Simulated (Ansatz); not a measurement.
La in Ansatz: the effect of functional

La:

```xyz
2
Lattice="3.7748 0.0000 0.0000 -1.8874 3.2691 0.0000 0.0000 0.0000 6.1102" Properties=species:S:1:pos:R:3 pbc="T T T"
La    1.8874    1.0897    4.5826
La    0.0000    2.1794    1.5275
```

This isn't the form of La at room conditions, which is double hcp.

The cell isn't the ideal one: volume scaled by 1.02.

Alike in all runs:

```yaml
Program: Ansatz 0.2.0
Task: single point
Potentials_or_basis: Ansatz PAW
k_mesh: 8 × 8 × 5
Occupations: fermi-dirac, width 0.05 eV
Spin: no spin polarisation
```

```csv
functional,cutoff,pressure (GPa)
LDA,420 eV (not typed: the program's choice for these potentials),?
r2SCAN,500 eV (not typed: the program's choice for these potentials),0.4
PBE,420 eV (not typed: the program's choice for these potentials),0.1
```

Q: What does the run with functional LDA give?

A: Pressure -3.2 GPa.

Caveats: the PAW data sets come from PBE, with cores solved anew for the run's functional, which leaves a small shift of forces and pressure (some runs); the magnetic or orbital state may not be the lowest (some runs).
